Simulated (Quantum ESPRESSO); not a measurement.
Crystal: Se.

```xyz
3
Lattice="4.3662 0.0000 0.0000 -2.1831 3.7812 0.0000 0.0000 0.0000 4.9536" Properties=species:S:1:pos:R:3 pbc="T T T"
Se    1.6910    2.9289    0.0000
Se   -0.4921    0.8523    3.3024
Se    0.9841    0.0000    1.6512
```

Base run:

```yaml
Program: Quantum ESPRESSO 7.5
Functional: PBE
Potentials_or_basis: SG15 PBE 1.2
Cutoff: 952 eV
Density_cutoff: 3810 eV
k_mesh: 6 × 6 × 4
Occupations: fermi-dirac, width 0.05 eV
Spin: no spin polarisation
```

Its results: band gap on the k mesh 1.02 eV, indirect (least direct gap 1.25 eV); pressure 2.9 GPa; largest force 0.441 eV/Å.

Q: The run is repeated on the same cell with these changes: k mesh from 6 × 6 × 4 to 4 × 4 × 4. What comes out?

A: Band gap on the k mesh 1.20 eV, indirect (least direct gap 1.64 eV); pressure 2.9 GPa; largest force 0.441 eV/Å.

A k mesh can miss the band edges.

Not every run made on this cell is shown here.
